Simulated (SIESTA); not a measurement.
Crystal: Ag.

```
Ag
1.0
     0.00000    2.04275    2.04275
     2.04275    0.00000    2.04275
     2.04275    2.04275    0.00000
Ag
1
Direct
  0.00000 0.00000 0.00000
```

Base run:

| Quantity | Value |
| --- | --- |
| Program | SIESTA 5.4.2 |
| Functional | LDA |
| Potentials or basis | PseudoDojo 0.4 standard (LDA files) |
| Basis | DZP (energy shift 0.003 Ry; two zetas on semicore shells) |
| Grid cutoff | 800 Ry |
| Energy shift | 0.003 Ry |
| k mesh | 11 × 11 × 11 |
| Occupations | fermi-dirac, width 0.05 eV |
| Spin | no spin polarisation |

Its results: band gap on the k mesh none (metal or under the smearing width); pressure -7.6 GPa.

Problem. After a change of settings the same cell gave: band gap on the k mesh none (metal or under the smearing width); pressure -2.4 GPa. Which change was it?
A. functional from LDA to PBE; potentials or basis from PseudoDojo 0.4 standard (LDA files) to PseudoDojo 0.4 standard (PBE files)
B. functional from LDA to BLYP; potentials or basis from PseudoDojo 0.4 standard (LDA files) to PseudoDojo 0.4 standard (PBE files)
C. functional from LDA to AM05; potentials or basis from PseudoDojo 0.4 standard (LDA files) to PseudoDojo 0.4 standard (PBEsol files)

Solution. C.

Caveats: short orbitals over semicore shells can move pressures by several GPa; the basis of atomic orbitals isn't converged, which shifts pressures, moduli and gaps; the potentials were made for another functional, which shifts forces and pressure (some runs).
